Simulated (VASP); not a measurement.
# Fe (Im-3m) in VASP: a series of runs

One crystal, Fe, is run at these levels: PBE, PBE+D3(BJ), r2SCAN+rVV10, RPBE; tasks: band structure.

Program: VASP 6.6.1. These are calculated values, not measurements. Logs are shortened: lines on timing, memory, paths and dates and some standing lists are left out, and cuts for length are marked.

## Step 1: The structure

It takes space group Im-3m (No. 229, cubic). Conventional cell: a = 2.829 Å, b = 2.829 Å, c = 2.829 Å, α = 90.00°, β = 90.00°, γ = 90.00°. Around Fe (site symmetry m-3m) lie 8 Fe at 2.45 Å.

## Step 2: Band structure, PBE, collinear spin, ferromagnetic start

Contents of INCAR:

```
PREC = Accurate
ENCUT = 520
EDIFF = 1E-6
ISMEAR = 1
SIGMA = 0.1
LREAL = False
LASPH = True
NELM = 150
ALGO = Normal
ISIF = 2
LWAVE = False
LCHARG = False
ISPIN = 2
MAGMOM = 4
LORBIT = 11
LMAXMIX = 4
GGA = PE
NBANDS = 14
AMIX = 0.2
BMIX = 1E-4
AMIX_MAG = 0.8
BMIX_MAG = 1E-4
ICORELEVEL = 1
```

Contents of KPOINTS:

```
regular mesh
0
Gamma
  18 18 18
```

Contents of POSCAR:

```
Fe                                      
1.0
   -1.4146323766      1.4146323766      1.4146323766
    1.4146323766     -1.4146323766      1.4146323766
    1.4146323766      1.4146323766     -1.4146323766
  Fe            
     1
Direct
     0.0000000000000000    0.0000000000000000    0.0000000000000000
```

Contents of KPOINTS_OPT:

```
explicit points
64
Reciprocal
 0.0000000000  0.0000000000  0.0000000000 1
 0.0555555556 -0.0555555556  0.0555555556 1
 0.1111111111 -0.1111111111  0.1111111111 1
 0.1666666667 -0.1666666667  0.1666666667 1
 0.2222222222 -0.2222222222  0.2222222222 1
 0.2777777778 -0.2777777778  0.2777777778 1
 0.3333333333 -0.3333333333  0.3333333333 1
 0.3888888889 -0.3888888889  0.3888888889 1
 0.4444444444 -0.4444444444  0.4444444444 1
 0.5000000000 -0.5000000000  0.5000000000 1
 0.5000000000 -0.5000000000  0.5000000000 1
 0.4444444444 -0.4444444444  0.5000000000 1
 0.3888888889 -0.3888888889  0.5000000000 1
 0.3333333333 -0.3333333333  0.5000000000 1
 0.2777777778 -0.2777777778  0.5000000000 1
 0.2222222222 -0.2222222222  0.5000000000 1
 0.1666666667 -0.1666666667  0.5000000000 1
 0.1111111111 -0.1111111111  0.5000000000 1
 0.0555555556 -0.0555555556  0.5000000000 1
 0.0000000000  0.0000000000  0.5000000000 1
 0.0000000000  0.0000000000  0.5000000000 1
 0.0000000000  0.0000000000  0.4444444444 1
 0.0000000000  0.0000000000  0.3888888889 1
 0.0000000000  0.0000000000  0.3333333333 1
 0.0000000000  0.0000000000  0.2777777778 1
 0.0000000000  0.0000000000  0.2222222222 1
 0.0000000000  0.0000000000  0.1666666667 1
 0.0000000000  0.0000000000  0.1111111111 1
 0.0000000000  0.0000000000  0.0555555556 1
 0.0000000000  0.0000000000  0.0000000000 1
 0.0000000000  0.0000000000  0.0000000000 1
 0.0277777778  0.0277777778  0.0277777778 1
 0.0555555556  0.0555555556  0.0555555556 1
 0.0833333333  0.0833333333  0.0833333333 1
 0.1111111111  0.1111111111  0.1111111111 1
 0.1388888889  0.1388888889  0.1388888889 1
 0.1666666667  0.1666666667  0.1666666667 1
 0.1944444444  0.1944444444  0.1944444444 1
 0.2222222222  0.2222222222  0.2222222222 1
 0.2500000000  0.2500000000  0.2500000000 1
 0.2500000000  0.2500000000  0.2500000000 1
 0.2777777778  0.1666666667  0.2777777778 1
 0.3055555556  0.0833333333  0.3055555556 1
 0.3333333333  0.0000000000  0.3333333333 1
 0.3611111111 -0.0833333333  0.3611111111 1
 0.3888888889 -0.1666666667  0.3888888889 1
 0.4166666667 -0.2500000000  0.4166666667 1
 0.4444444444 -0.3333333333  0.4444444444 1
 0.4722222222 -0.4166666667  0.4722222222 1
 0.5000000000 -0.5000000000  0.5000000000 1
 0.2500000000  0.2500000000  0.2500000000 1
 0.2222222222  0.2222222222  0.2777777778 1
 0.1944444444  0.1944444444  0.3055555556 1
 0.1666666667  0.1666666667  0.3333333333 1
 0.1388888889  0.1388888889  0.3611111111 1
 0.1111111111  0.1111111111  0.3888888889 1
 0.0833333333  0.0833333333  0.4166666667 1
 0.0555555556  0.0555555556  0.4444444444 1
 0.0277777778  0.0277777778  0.4722222222 1
 0.0000000000  0.0000000000  0.5000000000 1
 0.0000000000  0.0000000000  0.0000000000 1
 0.5000000000 -0.5000000000  0.5000000000 1
 0.2500000000  0.2500000000  0.2500000000 1
 0.0000000000  0.0000000000  0.5000000000 1
```

Potentials or basis: VASP PAW PBE potentials, release 64 (Fe).

Command:

```bash
$ cat potpaw_PBE.64/Fe/POTCAR > POTCAR
$ mpirun -np 1 vasp_std > vasp.out
```

OUTCAR:

```text
PREC = Accurate
   ENCUT = 520
   EDIFF = 1E-6
   ISMEAR = 1
   LREAL = False
   LASPH = True
   NELM = 150
   ISIF = 2
   ISPIN = 2
   LORBIT = 11
   GGA = PE
   AMIX = 0.2
   AMIX_MAG = 0.8

 ion  position               nearest neighbor table
   1  0.000  0.000  0.000-

  LATTYP: Found a body centered cubic cell.
 ALAT       =     2.8292647532

  Lattice vectors:

 A1 = (  -1.4146323766,   1.4146323766,   1.4146323766)
 A2 = (   1.4146323766,  -1.4146323766,   1.4146323766)
 A3 = (   1.4146323766,   1.4146323766,  -1.4146323766)

Analysis of symmetry for initial positions (statically):
=====================================================================
 Subroutine PRICEL returns:
 Original cell was already a primitive cell.

 Routine SETGRP: Setting up the symmetry group for a
 body centered cubic supercell.

 Subroutine GETGRP returns: Found 48 space group operations
 (whereof 48 operations were pure point group operations)
 out of a pool of 48 trial point group operations.

The static configuration has the point symmetry O_h .

Analysis of symmetry for dynamics (positions and initial velocities):
=====================================================================
 Subroutine PRICEL returns:
 Original cell was already a primitive cell.

 Routine SETGRP: Setting up the symmetry group for a
 body centered cubic supercell.

 Subroutine GETGRP returns: Found 48 space group operations
 (whereof 48 operations were pure point group operations)
 out of a pool of 48 trial point group operations.

The dynamic configuration has the point symmetry O_h .

Analysis of structural, dynamic, and magnetic symmetry:
=====================================================================
 Subroutine PRICEL returns:
 Original cell was already a primitive cell.

 Routine SETGRP: Setting up the symmetry group for a
 body centered cubic supercell.

 Subroutine GETGRP returns: Found 48 space group operations
 (whereof 48 operations were pure point group operations)
 out of a pool of 48 trial point group operations.

The overall configuration has the point symmetry O_h .

 Subroutine INISYM returns: Found 48 space group operations
 (whereof 48 operations are pure point group operations),
 and found     1 'primitive' translations

----------------------------------------------------------------------------------------

                                     Primitive cell

  volume of cell :      11.3238

  direct lattice vectors                    reciprocal lattice vectors
    -1.414632377  1.414632377  1.414632377     0.000000000  0.353448718  0.353448718
     1.414632377 -1.414632377  1.414632377     0.353448718  0.000000000  0.353448718
     1.414632377  1.414632377 -1.414632377     0.353448718  0.353448718  0.000000000

  length of vectors
     2.450215150  2.450215150  2.450215150     0.499851971  0.499851971  0.499851971

  position of ions in fractional coordinates (direct lattice)
     0.000000000  0.000000000  0.000000000

  ion indices of the primitive-cell ions
   primitive index   ion index
                 1           1

----------------------------------------------------------------------------------------

 KPOINTS: regular mesh

Automatic generation of k-mesh.
 Grid dimensions read from file:
 generate k-points for:   18   18   18

 Generating k-lattice:

  Cartesian coordinates                     Fractional coordinates (reciprocal lattice)
     0.000000000  0.019636040  0.019636040     0.055555556  0.000000000  0.000000000
     0.019636040  0.000000000  0.019636040     0.000000000  0.055555556  0.000000000
     0.019636040  0.019636040  0.000000000     0.000000000  0.000000000  0.055555556

  Length of vectors
     0.027769554  0.027769554  0.027769554

  Shift w.r.t. Gamma in fractional coordinates (k-lattice)
     0.000000000  0.000000000  0.000000000

 Subroutine IBZKPT returns following result:
[... 40 lines left out ...]
   PREC   = accura    normal or accurate (medium, high low for compatibility)
   ISTART =      0    job   : 0-new  1-cont  2-samecut
   ICHARG =      2    charge: 1-file 2-atom 10-const
   ISPIN  =      2    spin polarized calculation?
   LNONCOLLINEAR =      F non collinear calculations
   LSORBIT =      F    spin-orbit coupling
   LASPH  =      T    aspherical Exc in radial PAW
   ENCUT  =  520.0 eV  38.22 Ry    6.18 a.u.   4.56  4.56  4.56*2*pi/ulx,y,z
   NELM   =    150;   NELMIN=  2; NELMDL= -5     # of ELM steps
   EDIFF  = 0.1E-05   stopping-criterion for ELM
   LREAL  =      F    real-space projection
   EDIFFG = 0.1E-04   stopping-criterion for IOM
   NSW    =      0    number of steps for IOM
   IBRION =     -1    ionic relax: 0-MD 1-quasi-New 2-CG
   NFREE  =      0    steps in history (QN), initial steepest desc. (CG)
   ISIF   =      2    stress and relaxation
   ISYM   =      2    0-nonsym 1-usesym 2-fastsym
   POTIM  = 0.5000    time-step for ionic-motion
   TEBEG  =    0.0;   TEEND  =   0.0 temperature during run
   PSTRESS=    0.0 pullay stress
   NELECT =       8.0000    total number of electrons
   NUPDOWN=      -1.0000    fix difference up-down
   EMIN   =  10.00;   EMAX   =-10.00  energy-range for DOS
   EFERMI =   0.00;   METHOD = LEGACY
   ISMEAR =     1;   SIGMA  =   0.10  broadening in eV -4-tet -1-fermi 0-gaus
   EFERMI_NEDOS =   21; number of points for ismear=-14 and -15
   IALGO  =     38    algorithm
   IMIX   =      4    mixing-type and parameters
     AMIX     =   0.20;   BMIX     =  0.00
     AMIX_MAG =   0.80;   BMIX_MAG =  0.00
  volume/ion in A,a.u.               =      11.32        76.42
  Fermi-wavevector in a.u.,A,eV,Ry     =   1.458057  2.755329 28.925046  2.125931
  Thomas-Fermi vector in A             =   2.574786
   LORBIT       =     11    0 simple, 1 ext, 2 COOP (PROOUT), +10 PAW based schemes
   GGA     = PE    functional components
   LHFCALC =     F    Hartree Fock is set to
   AEXX    =    0.0000 exact exchange contribution
   IVDW    =     0    specifies the selected vdW correction
   LEPSILON=     F    determine dielectric tensor
   LRPA    =     F    only Hartree local field effects (RPA)
 spin polarized calculation
 Methfessel and Paxton  Order N= 1 SIGMA  =   0.10
  energy-cutoff  :      520.00
  volume of cell :       11.32
 maximum number of plane-waves:       321
   NGX =  9   NGY =  9   NGZ =  9

 number of electron       8.0000009 magnetization       2.1695792

 Free energy of the ion-electron system (eV)
  ---------------------------------------------------
  ext. energy  EPLUGINS =         0.00000000
  ---------------------------------------------------
  free energy    TOTEN  =        -8.24432702 eV

  energy without entropy =       -8.24424286  energy(sigma->0) =       -8.24429897

 the core state eigenenergies are
   1-  1s  -6986.0143  2s   -807.1539  2p   -685.8978  3s    -80.9037  3p    -46.9711

 E-fermi :   5.8524     XC(G=0): -13.1363

 val. band max:        5.8494086249   @ k =  -0.3889   0.5000   0.2778
 cond. band min:       5.8651557177   @ k =  -0.3889   0.4444   0.1667
 fundamental gap:      0.0157470928
 Fermi energy:         5.8523736308

 spin component 1

 k-point     1 :       0.0000    0.0000    0.0000
  band No.  band energies     occupation
      1      -2.5925      1.00000
      2       3.5518      1.00000
      3       3.5518      1.00000
      4       3.5518      1.00000
      5       4.7596      1.00000
      6       4.7596      1.00000
      7      30.9135      0.00000
      8      30.9135      0.00000
      9      30.9135      0.00000
     10      36.0158      0.00000
     11      36.0158      0.00000
     12      38.3402      0.00000
     13      38.3402      0.00000
     14      38.3402      0.00000
[... 257 lines left out ...]
  band No.  band energies     occupation
      1       0.9732      1.00000
      2       2.5442      1.00000
      3       4.5475      1.00000
      4       4.8514      1.00000
      5       5.3364      1.00000
      6       6.4599     -0.00000
      7      14.7846      0.00000
      8      24.0178      0.00000
      9      26.0858      0.00000
     10      30.0756      0.00000
     11      33.8880      0.00000
     12      39.5839      0.00000
     13      43.0167      0.00000

 Fermi energy:         5.8523736308

 spin component 2

 k-point     1 :       0.0000    0.0000    0.0000
  band No.  band energies     occupation
      1      -2.4298      1.00000
      2       5.4343      1.00000
      3       5.4344      1.00000
      4       5.4344      1.00000
      5       7.5062     -0.00000
      6       7.5063     -0.00000
      7      30.6592      0.00000
      8      30.6592      0.00000
      9      30.6592      0.00000
     10      36.2138      0.00000
     11      36.2138      0.00000
     12      38.9820      0.00000
     13      38.9820      0.00000
     14      38.9820      0.00000
[... 377 lines left out ...]
      1       2.3977      1.00000
      2       4.2089      1.00000
      3       5.5021      1.00000
      4       7.2983     -0.00000
      5       7.8577      0.00000
      6       9.1421      0.00000
      7      15.2640      0.00000
      8      22.5574      0.00000
      9      25.9193      0.00000
     10      31.2079      0.00000
     11      36.3350      0.00000
     12      38.6845      0.00000
     13      45.0759      0.00000
     14      48.0142      0.00000

 [... further k-points ...]

------------------------ aborting loop because EDIFF is reached ----------------------------------------

  FORCE on cell =-STRESS in cart. coord.  units (eV):
  Direction    XX          YY          ZZ          XY          YZ          ZX
  --------------------------------------------------------------------------------------
  -------------------------------------------------------------------------------------
  Total        0.0085944      0.0085944      0.0085944      0.0000000      0.0000000      0.0000000
  in kB        1.2160007      1.2160007      1.2160007      0.0000000      0.0000000      0.0000000
  external PRESSURE =       1.2160007 kB  Pullay stress =       0.0000000 kB

 VOLUME and BASIS-vectors are now :
 -----------------------------------------------------------------------------
  energy-cutoff  :      520.00
  volume of cell :       11.32
      direct lattice vectors                 reciprocal lattice vectors
    -1.414632377  1.414632377  1.414632377     0.000000000  0.353448718  0.353448718
     1.414632377 -1.414632377  1.414632377     0.353448718  0.000000000  0.353448718
     1.414632377  1.414632377 -1.414632377     0.353448718  0.353448718  0.000000000

 POSITION                                       TOTAL-FORCE (eV/Angst)
 -----------------------------------------------------------------------------------
      0.00000      0.00000      0.00000         0.000000      0.000000      0.000000
 -----------------------------------------------------------------------------------
    total drift:                                0.000000      0.000000      0.000000

  FREE ENERGIE OF THE ION-ELECTRON SYSTEM (eV)
  ---------------------------------------------------
  free  energy   TOTEN  =        -8.2443270238 eV

  energy  without entropy=       -8.2442428593  energy(sigma->0) =       -8.24429897

 total charge

# of ion       s       p       d       tot
------------------------------------------
    1        0.489   0.545   6.241   7.274

 magnetization (x)

# of ion       s       p       d       tot
------------------------------------------
    1       -0.013  -0.056   2.237   2.167
```

Wall time 69 s (1 thread of Intel Xeon Platinum 8375C at 2.90GHz (Ice Lake), shared host); peak memory 0.19 GiB.

What came out:

| Quantity | Value |
| --- | --- |
| Free energy | -8.2443 eV |
| Pressure | 0.1 GPa |
| Band gap along the path | none (metal or under the smearing width) |
| Net moment | 2.17 μB per cell |
| Site moments | Fe +2.17 μB |
| Valence electrons inside the program's atomic spheres | Fe 7.27 |

Levels at the corners of the path, in eV from the Fermi level:
Spin up:
| point | band 3 | band 4 | band 5 | band 6 | band 7 | band 8 |
| --- | --- | --- | --- | --- | --- | --- |
| Γ | -2.30 | -2.30 | -1.09 | -1.09 | 25.06 | 25.06 |
| H | 0.13 | 0.13 | 0.13 | 9.97 | 9.97 | 9.97 |
| H | 0.13 | 0.13 | 0.13 | 9.97 | 9.97 | 9.97 |
| N | -1.02 | -0.90 | 0.40 | 0.53 | 7.39 | 18.40 |
| N | -1.02 | -0.90 | 0.40 | 0.53 | 7.39 | 18.40 |
| Γ | -2.30 | -2.30 | -1.09 | -1.09 | 25.06 | 25.06 |
| Γ | -2.30 | -2.30 | -1.09 | -1.09 | 25.06 | 25.06 |
| P | -3.23 | -0.87 | -0.87 | 8.67 | 8.67 | 8.67 |
| P | -3.23 | -0.87 | -0.87 | 8.67 | 8.67 | 8.67 |
| H | 0.13 | 0.13 | 0.13 | 9.97 | 9.97 | 9.97 |
| P | -3.23 | -0.87 | -0.87 | 8.67 | 8.67 | 8.67 |
| N | -1.02 | -0.90 | 0.40 | 0.53 | 7.39 | 18.40 |
Spin down:
```tsv
point	band 1	band 2	band 3	band 4	band 5	band 6
Γ	-8.28	-0.42	-0.42	-0.42	1.65	1.65
H	-3.05	-3.05	2.28	2.28	2.28	10.23
H	-3.05	-3.05	2.28	2.28	2.28	10.23
N	-3.67	-1.70	0.63	1.50	1.91	2.59
N	-3.67	-1.70	0.63	1.50	1.91	2.59
Γ	-8.28	-0.42	-0.42	-0.42	1.65	1.65
Γ	-8.28	-0.42	-0.42	-0.42	1.65	1.65
P	-1.86	-1.86	-1.86	1.96	1.96	9.54
P	-1.86	-1.86	-1.86	1.96	1.96	9.54
H	-3.05	-3.05	2.28	2.28	2.28	10.23
P	-1.86	-1.86	-1.86	1.96	1.96	9.54
N	-3.67	-1.70	0.63	1.50	1.91	2.59
```

Core levels (eV, on the scale of the bands):
```tsv
atom	levels
1 Fe	1s -6986.0, 2s -807.2, 2p -685.9, 3s -80.9, 3p -47.0
```

## Step 3: Band structure, PBE+D3(BJ), collinear spin, ferromagnetic start

This run uses another cell than the first one, of 11.05 Å³/atom, 0.976 times its volume.

Contents of INCAR:

```
SYSTEM = Fe
ALGO = Normal ; AMIX = 0.2
AMIX_MAG = 0.8 ; BMIX = 1E-4
BMIX_MAG = 1E-4 ; EDIFF = 1E-7
ENCUT = 520 ; GGA = PE
ICORELEVEL = 1 ; ISIF = 2
ISMEAR = 1 ; ISPIN = 2
IVDW = 12 ; LASPH = .TRUE.
LCHARG = .FALSE. ; LMAXMIX = 4
LORBIT = 11 ; LREAL = .FALSE.
LWAVE = .FALSE. ; MAGMOM = 4
NBANDS = 14 ; NELM = 150
PREC = Accurate ; SIGMA = 0.1
```

Contents of KPOINTS:

```
k-points
0
G
  18 18 18
  0 0 0
```

Contents of POSCAR:

```
Fe                                      
1.0
   -1.4031714144      1.4031714144      1.4031714144
    1.4031714144     -1.4031714144      1.4031714144
    1.4031714144      1.4031714144     -1.4031714144
  Fe            
     1
Direct
     0.0000000000000000    0.0000000000000000    0.0000000000000000
```

KPOINTS_OPT is that of step 2.

Potentials or basis: VASP PAW PBE potentials, release 64 (Fe).

Command:

```bash
$ cat potpaw_PBE.64/Fe/POTCAR > POTCAR
$ mpirun -np 1 vasp_std > vasp.out
```

Wall time 61 s (1 thread of AMD EPYC 7R13 (Zen 3), shared host); peak memory 0.17 GiB.

The run converged. Its results:

- Free energy: -8.6075 eV
- Pressure: 0.0 GPa
- Band gap along the path: none (metal or under the smearing width)
- Net moment: 2.15 μB per cell
- Site moments: Fe +2.15 μB
- Valence electrons inside the program's atomic spheres: Fe 7.33
- Dispersion energy per atom: -0.368 eV

Levels at the corners of the path, in eV from the Fermi level:
Spin up:
```tsv
point	band 3	band 4	band 5	band 6	band 7	band 8
Γ	-2.38	-2.38	-1.12	-1.12	25.27	25.27
H	0.14	0.14	0.14	10.11	10.11	10.11
H	0.14	0.14	0.14	10.11	10.11	10.11
N	-1.04	-0.92	0.43	0.49	7.59	18.58
N	-1.04	-0.92	0.43	0.49	7.59	18.58
Γ	-2.38	-2.38	-1.12	-1.12	25.27	25.27
Γ	-2.38	-2.38	-1.12	-1.12	25.27	25.27
P	-3.34	-0.88	-0.88	8.81	8.81	8.81
P	-3.34	-0.88	-0.88	8.81	8.81	8.81
H	0.14	0.14	0.14	10.11	10.11	10.11
P	-3.34	-0.88	-0.88	8.81	8.81	8.81
N	-1.04	-0.92	0.43	0.49	7.59	18.58
```
Spin down:
```csv
point,band 1,band 2,band 3,band 4,band 5,band 6,band 7
Γ,-8.44,-0.51,-0.51,-0.51,1.62,1.62,25.03
H,-3.24,-3.24,2.28,2.28,2.28,10.39,10.39
H,-3.24,-3.24,2.28,2.28,2.28,10.39,10.39
N,-3.83,-1.84,0.61,1.47,1.88,2.60,8.94
N,-3.83,-1.84,0.61,1.47,1.88,2.60,8.94
Γ,-8.44,-0.51,-0.51,-0.51,1.62,1.62,25.03
Γ,-8.44,-0.51,-0.51,-0.51,1.62,1.62,25.03
P,-1.99,-1.99,-1.99,1.93,1.93,9.69,9.69
P,-1.99,-1.99,-1.99,1.93,1.93,9.69,9.69
H,-3.24,-3.24,2.28,2.28,2.28,10.39,10.39
P,-1.99,-1.99,-1.99,1.93,1.93,9.69,9.69
N,-3.83,-1.84,0.61,1.47,1.88,2.60,8.94
```

Core levels (eV, on the scale of the bands):
```csv
atom,levels
1 Fe,"1s -6985.7, 2s -806.9, 2p -685.7, 3s -80.7, 3p -46.7"
```

Caveat: pairwise dispersion overbinds metals, which lowers pressure and volume.

[end of part 1 of 2]
